The energy change is the free energy per atom of a deformed crystal less that of the undisturbed cubic cell. It was computed with density functional theory for ordered TiAl without spin polarisation. The crystal is stretched or shortened along one axis while its width adjusts to keep the volume fixed. The axial ratio measures this change of shape and equals 1 for the starting cell.

TiAl is deformed tetragonally from its cubic CsCl-type cell (a = 3.156 Å) at fixed volume and fractional coordinates. The runs used Ansatz 0.2.0 with plane-wave PAW, scalar-relativistic PBEsol, no spin polarisation, a 420 eV cutoff, a 22×22×22 k mesh and 0.15 eV Gaussian smearing. Energies are free energies relative to the cubic cell, and pressure is positive in compression.

```
axial ratio (over its starting value)  energy change (meV/atom)  pressure (GPa)
                                 0.65                     257.2            7.05
                                0.707                     107.2            4.32
                                 0.78                      13.4            2.12
                                 0.85                      -8.9            0.92
                                 0.92                      -6.2            0.24
                                 0.96                      -2.1            0.06
                                    1                       0.0            0.00
                                 1.05                      -5.7            0.04
                                  1.1                     -22.5            0.10
                                  1.2                     -72.1            0.14
                                  1.3                    -114.9            0.19
                                1.414                    -137.5            0.40
                                  1.5                    -134.5            0.42
```

The starting cell, at ratio 1, is cubic (space group Pm-3m); every other row has tetragonal symmetry. The cubic cell sits on a hilltop: the energy falls whether the axis is made slightly longer or slightly shorter. On the long side it falls far, to −137.5 meV/atom at a ratio of 1.414, which is about 13 kJ per mole of atoms. On the short side there is only a shallow dip, followed by a steep climb. A rule of thumb has to capture how much the two directions differ.

The neighbours of an atom suggest the reason. In the starting cell each atom has eight unlike neighbours at 2.73 Å and six like ones further out. Stretching the axis narrows the crystal, so four of the like neighbours move in while the unlike ones recede slightly. At 1.414 all twelve are 2.81 Å away, and the atoms lie on a face-centred cubic lattice with alternating layers of Ti and Al. Many metals favour such close-packed surroundings, and the fall in energy agrees with that, though it does not rule out a part played by the electronic bands.

Shortening the axis brings in only two like neighbours, those above and below, while the other four move away. At a ratio of 0.85 these two are 2.83 Å away, nearly the like-atom distance found at 1.414, yet the energy has dropped by only 8.9 meV/atom. The distance between like atoms therefore does not decide the energy alone; the number of close neighbours plausibly matters too.

Further shortening presses on those same two contacts. At 0.65 they are down to 2.37 Å, and the crystal pushes back along the axis with about 31 GPa while it pulls inward across it with about 5 GPa. The pressure in the table averages over the three directions and hides this contrast. The stresses fit the picture of crowded contacts, but they do not separate repulsion between atoms from changes in the electronic bands.

Symmetry guides the shape of the rule for a stretched axis. In a cubic crystal the three axes are equivalent, so a very small stretch at fixed volume cannot change the energy in proportion to its size. The energy curve is therefore flat at the starting cell. It would also be flat at the face-centred cubic lattice if Ti and Al were the same element. A squared sine is a simple smooth curve joining two flat points. With r for the axial ratio, the distance along the path is

u = ln r / ln √2

so that u is 0 at the start and 1 at the face-centred lattice. For r of 1 or more,

E = −D sin²(90° × u)

and for r below 1 a parabola is added for the cost of shortening:

E = −D sin²(90° × u) + (D + U) u²

Here D = 137.5 meV/atom is the depth at 1.414, and U = 107.2 meV/atom is the height at 0.707. Symmetry gives no second flat point on the short side, so there both the sine and the parabola are empirical choices, not a derived law of repulsion.

Neither of the two rows worked here was used to set D or U. For r = 1.2, ln r is 0.182 and u is 0.526, which gives an angle of 47.3°:

E = −137.5 × 0.541 = −74 meV/atom

The table has −72.1. For r = 0.85, u is −0.469:

E = −137.5 × 0.451 + 244.7 × 0.220 = −62 + 54 = −8 meV/atom

The table has −8.9. The second estimate is the more delicate, because two large terms nearly cancel: an error of a tenth in the parabola would shift the result by more than half its value.

Over the ten rows that did not set the rule, the typical (rms) miss is 2.7 meV/atom, on energies that run from −134.5 to 257.2 meV/atom. Near the cubic cell the energies themselves are small, and at 0.96 the miss is about 40 % of the value. A polynomial in ln r with three coefficients fitted to all rows misses the same ten by 14 meV/atom, as the output below shows. The form of the rule was chosen with these energies in view, so the agreement shows a good description, not a successful prediction.

The rule fails first in its curvature at the cubic cell. It implies a shear modulus of −43 GPa on the stretched side and −12 GPa on the compressed side, whereas a cubic crystal has only one modulus for this kind of deformation. The negative sign, meaning instability, is right, but neither value should be used; the moduli from the computed stresses at 0.96 and 1.05, interpolated to the cubic cell, give about −27 GPa.

It also puts the deep minimum exactly at the face-centred lattice. The layers of Ti and Al single out one axis there, so the real curve need not be flat, and the computed stresses place the minimum between 1.414 and 1.5, near 1.44. The largest miss, nearly 7 meV/atom, accordingly comes at 1.5. Beyond that the rule should not be continued, since the sine would bring the energy back to zero at r = 2 for no physical reason. Below 0.65 it is untested. The values of D and U belong to TiAl alone, and the PAW datasets were made for PBE rather than PBEsol, an effect on both constants that is not tested here.

Output of the analysis:

```
Rule against table (energies and slopes in meV/atom, slopes per unit of ln ratio):
    row  ratio        u  sine_term  parabola    rule  rule_less_table  slope_from_stress  slope_of_rule  like_atoms_A
   0.65   0.65   -1.243     -118.4     378.1   259.6            2.435              -2312          -2186         2.368
  0.707  0.707       -1     -137.5     244.9   107.4           0.2134              -1378          -1414         2.505
   0.78   0.78  -0.7169     -112.1     125.8   13.71            0.309             -526.7         -528.3         2.674
   0.85   0.85  -0.4689     -62.05     53.81  -8.242           0.6584             -56.38         -41.95         2.832
   0.92   0.92  -0.2406     -18.72     14.16  -4.557            1.643              92.23          87.71         2.985
   0.96   0.96  -0.1178     -4.653     3.395  -1.259           0.8414              86.74          59.05         3.071
    1.0      1        0          0         0       0                0                  0              0         3.156
   1.05   1.05   0.1408     -6.615         0  -6.615          -0.9149             -248.6         -266.7         3.105
    1.1    1.1    0.275      -24.1         0   -24.1           -1.602             -460.8         -473.9         3.057
    1.2    1.2   0.5261     -74.37         0  -74.37           -2.274               -610         -621.1          2.97
    1.3    1.3    0.757     -118.4         0  -118.4           -3.524             -422.1         -430.8         2.892
  1.414  1.414   0.9996     -137.5         0  -137.5        6.442e-05             -108.7        -0.8531         2.812
    1.5    1.5     1.17     -127.9         0  -127.9            6.566              223.6          317.1         2.757
Depth D at 1.414 (meV/atom): 137.5
Height U at 0.707 (meV/atom): 107.2
Sum D+U (meV/atom): 244.7
Rms miss of the rule on the ten rows not used as anchors (meV/atom): 2.72
Same, stretched rows only (meV/atom): 3.581
Same, compressed rows only (meV/atom): 1.405
Largest miss of the rule (meV/atom): 6.566
fit of energy_change on 13 rows: coefficient of lnx**2 -1212 +/- 196, coefficient of lnx**3 -2609 +/- 136, coefficient of lnx**4 8380 +/- 1291; rms 14, worst 1.2 25.3, leave-one-out rms 38.7
Rms miss of the fitted polynomial on the same ten rows (meV/atom): 14.14
Axial ratio of the deep minimum, from stress: n/a
Tetragonal shear modulus of B2 from stress (GPa): n/a
Same from the rule, stretched side (GPa): -43.18
Same from the rule, compressed side (GPa): -12.04
```
